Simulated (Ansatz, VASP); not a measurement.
FeO in VASP and in Ansatz

Contents of INCAR:

```
ALGO = Normal ; EDIFF = 1E-7
ENCUT = 520 ; GGA = PE
ISIF = 2 ; ISMEAR = -1
ISPIN = 2 ; LASPH = T
LCHARG = T ; LELF = T
LMAXMIX = 4 ; LORBIT = 11
LREAL = F ; LVHAR = T
LWAVE = F ; MAGMOM = 3 0
NBANDS = 18 ; NELM = 150
PREC = Accurate ; SIGMA = 0.05
```

KPOINTS

```
k-points
0
Gamma
  10 10 10
```

File POSCAR:

```
FeO
1.0
    0.0000000000      2.4285985299      2.4285985299
    2.4285985299      0.0000000000      2.4285985299
    2.4285985299      2.4285985299      0.0000000000
Fe O
1 1
Direct
    0.0000000000      0.0000000000      0.0000000000
    0.2500000000      0.2500000000      0.2500000000
```

File input.yaml:

```yaml
crystal:
  lattice:
    - [0.0, 2.4285985299, 2.4285985299]
    - [2.4285985299, 0.0, 2.4285985299]
    - [2.4285985299, 2.4285985299, 0.0]
  atoms:
    - { symbol: Fe, position: [0.0, 0.0, 0.0], spin: 3.0 }
    - { symbol: O, position: [0.25, 0.25, 0.25] }
hamiltonian:
  xc: pbe
  pseudopotentials: { kind: paw }
magnetization:
  spin_polarized: true
kpoints:
  mp_grid: { grid: [10, 10, 10] }
scf:
  occupations: { method: fermi_dirac, width: 0.05 }
output:
  forces: true
  stress: true
  eigenvalues: true
  write_density: true
  write_potential: true
  elf: true
  volumetric_format: npy
```

The cell comes from a database or a generator and needn't be the stable form of this composition.

Alike in both runs: task single point; functional PBE; k mesh 10 × 10 × 10; occupations fermi-dirac, width 0.05 eV; collinear spin.

|  | VASP | Ansatz |
| --- | --- | --- |
| version | VASP 6.6.1 | Ansatz 0.2.0 |
| potentials or method | VASP PAW PBE potentials, release 64 (Fe, O) | Ansatz PAW |
| plane-wave cutoff (eV) | 520 | 420 |
| valence electrons in the cell | 14 | 22 |

Ansatz gave:

| Item | Value |
| --- | --- |
| gap on the k mesh at the Fermi level (eV) | none |
| pressure (GPa) | -16.4 |
| net moment per atom (μB) | 2.01 |
| size of the moment on the site where the two differ most (μB) | 3.42 |

Q: Estimate VASP's values.

A: gap on the k mesh at the Fermi level (eV): none; pressure (GPa): -16.3; net moment per atom (μB): 2.01; size of the moment on the site where the two differ most (μB): 3.63.

Site moments also hang on the region over which each program counts them. A gap of «none» marks a metal or a gap that the smearing closes. The functional is the same, so the differences come from potentials, cutoffs and numerics. The two sets of potentials don't hold the same shells in valence.

Caveats: a cell with one magnetic atom can't hold antiferromagnetic order, which such compounds often take; semilocal functionals often make such compounds metallic where correlation or magnetic order opens a gap, which also shifts bond lengths; so large a pressure means that the cell lies far from this level's equilibrium, or that cutoff or potentials fall short (VASP); the pressure holds a Pulay correction of +0.4 GPa for the finite cutoff (Ansatz).
